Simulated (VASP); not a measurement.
# GaN: molecular dynamics at constant energy

GaN, F-43m (no. 216), 8 atoms in the cell. PBE, molecular dynamics; PAW potentials Ga, N (PBE set).

Ensemble: NVE; Starting temperature (K): 600.

## Input

INCAR:
```
  GGA = PE
  PREC = Normal
  ENCUT = 400
  EDIFF = 1E-6
  NELMIN = 4
  NELM = 60
  ALGO = Normal
  LREAL = Auto
  LASPH = T
  ISMEAR = 0
  SIGMA = 0.05
  ISYM = 0
  LWAVE = F
  LCHARG = F
  IBRION = 0
  NSW = 60
  POTIM = 1.0
  TEBEG = 600
  ISIF = 2
  RANDOM_SEED = 275425 0 0
  MDALGO = 2
  SMASS = -3
  KPAR = 2
```

KPOINTS:
```
k-points
0
Monkhorst-Pack
  2 2 2
```

POSCAR:
```
GaN
1.0
    4.5070012150      0.0000000000      0.0000000000
    0.0000000000      4.5070012150      0.0000000000
    0.0000000000      0.0000000000      4.5070012150
Ga N
4 4
Direct
    0.0000000000      0.0000000000      0.0000000000
    0.0000000000      0.5000000000      0.5000000000
    0.5000000000      0.0000000000      0.5000000000
    0.5000000000      0.5000000000      0.0000000000
    0.2500000000      0.2500000000      0.7500000000
    0.2500000000      0.7500000000      0.2500000000
    0.7500000000      0.2500000000      0.2500000000
    0.7500000000      0.7500000000      0.7500000000
```

Commands:
```
cat potpaw_PBE.64/Ga/POTCAR potpaw_PBE.64/N/POTCAR > POTCAR
mpirun -np 2 vasp_std > vasp.out
```

## Result

- Rise of the mean potential energy above the start (meV/atom): 35.2
- Mean temperature (K): 289
- Standard error of the mean temperature (K): 52
- Relative fluctuation of the kinetic energy: 0.407
- Canonical value of that fluctuation: 0.309
- Electronic steps per ionic step after the first: 4.0

Course of the run:

| Time (fs) | Temperature (K) | Potential energy less the first (meV/atom) |
|---|---|---|
| 1 | 600 | 0.0 |
| 6 | 512 | 10.0 |
| 10 | 373 | 25.7 |
| 15 | 254 | 39.2 |
| 19 | 250 | 39.7 |
| 24 | 295 | 34.6 |
| 28 | 298 | 34.1 |
| 33 | 224 | 42.6 |
| 37 | 147 | 51.3 |
| 42 | 131 | 53.2 |
| 46 | 202 | 45.1 |
| 51 | 305 | 33.4 |
| 55 | 312 | 32.6 |
| 60 | 220 | 43.1 |

The mean temperature lies below the starting 600 K, since the atoms start on their sites and part of their kinetic energy turns into potential energy.

REPORT:
```
MDALGO =   2
               SCALING =       0
                 CNEXP =     9.000   14.000
           RANDOM_SEED =            275425                0                0

   original number of atomic DOF:         21
   number of independent constraints:      0
   number of active DOF:                  21

========================================
         MD step No.       1
========================================

  Atomic velocities initialized by STEP_tb

  >Energies
                    E_tot             E_pot             E_kin               EPS                ES
   e_b>   -0.47679977E+02   -0.48222872E+02    0.54289527E+00    0.00000000E+00    0.00000000E+00

  >Temperature
               T_sim     T_inst
   tmprt>    600.000    600.000

  >Thermostat:
           s(n+1) sdot(n+1)      s(n)   sdot(n)        Qs
   s_b>   0.00000   0.00000   0.00000   0.00000  -3.00000

           RANDOM_SEED =            275425               48                0

[... steps left out ...]

========================================
         MD step No.      60
========================================

  >Energies
                    E_tot             E_pot             E_kin               EPS                ES
   e_b>   -0.47679468E+02   -0.47878351E+02    0.19888268E+00    0.00000000E+00    0.00000000E+00

  >Temperature
               T_sim     T_inst
   tmprt>    600.000    219.802

  >Thermostat:
           s(n+1) sdot(n+1)      s(n)   sdot(n)        Qs
   s_b>   0.00000   0.00000   0.00000   0.00000  -3.00000

           RANDOM_SEED =            275425               48                0
```

OSZICAR:
```
N       E                     dE             d eps       ncg     rms          rms(c)
DAV:   1     0.131682525923E+03    0.13168E+03   -0.13046E+04   168   0.112E+03
DAV:   2    -0.461608934183E+02   -0.17784E+03   -0.16557E+03   233   0.244E+02
DAV:   3    -0.565126257055E+02   -0.10352E+02   -0.10265E+02   203   0.645E+01
DAV:   4    -0.566850130487E+02   -0.17239E+00   -0.17195E+00   219   0.811E+00
DAV:   5    -0.566881016414E+02   -0.30886E-02   -0.30879E-02   198   0.102E+00    0.186E+01
DAV:   6    -0.484194337212E+02    0.82687E+01   -0.38590E+01   188   0.323E+01    0.764E+00
DAV:   7    -0.483330423217E+02    0.86391E-01   -0.13459E+00   168   0.715E+00    0.439E+00
DAV:   8    -0.482254431671E+02    0.10760E+00   -0.95642E-02   208   0.244E+00    0.577E-01
DAV:   9    -0.482220643764E+02    0.33788E-02   -0.11235E-02   196   0.655E-01    0.226E-01
DAV:  10    -0.482230208508E+02   -0.95647E-03   -0.38558E-03   232   0.334E-01    0.915E-02
DAV:  11    -0.482228683867E+02    0.15246E-03   -0.93182E-04   188   0.161E-01    0.197E-02
DAV:  12    -0.482228725301E+02   -0.41434E-05   -0.30872E-05   168   0.379E-02    0.519E-03
[... left out ...]
     58 T=   265. E= -.47679652E+02 F= -.47919114E+02 E0= -.47919114E+02  EK= 0.23946E+00 SP= 0.00E+00 SK= 0.00E+00
     59 T=   243. E= -.47679563E+02 F= -.47899210E+02 E0= -.47899210E+02  EK= 0.21965E+00 SP= 0.00E+00 SK= 0.00E+00
[... last step whole ...]
       N       E                     dE             d eps       ncg     rms          rms(c)
DAV:   1    -0.478783466683E+02    0.20864E-01   -0.17411E-05   288   0.852E-01    0.319E-03
DAV:   2    -0.478783511510E+02   -0.44827E-05   -0.45556E-05   188   0.578E-02    0.267E-03
DAV:   3    -0.478783510623E+02    0.88723E-07   -0.21240E-07   144   0.358E-03    0.196E-03
DAV:   4    -0.478783509485E+02    0.11374E-06   -0.18687E-07   124   0.301E-03
     60 T=   220. E= -.47679468E+02 F= -.47878351E+02 E0= -.47878351E+02  EK= 0.19888E+00 SP= 0.00E+00 SK= 0.00E+00
```

Limits: 60 fs of 8 atoms are too short for converged averages; the cell is only 4.5 Å across, so each atom moves in step with near copies of itself.

VASP 6.6.1 took 241 s on 2 cores (Intel Xeon Platinum 8175M @ 2.50GHz (Skylake/Cascade Lake)), a shared host.
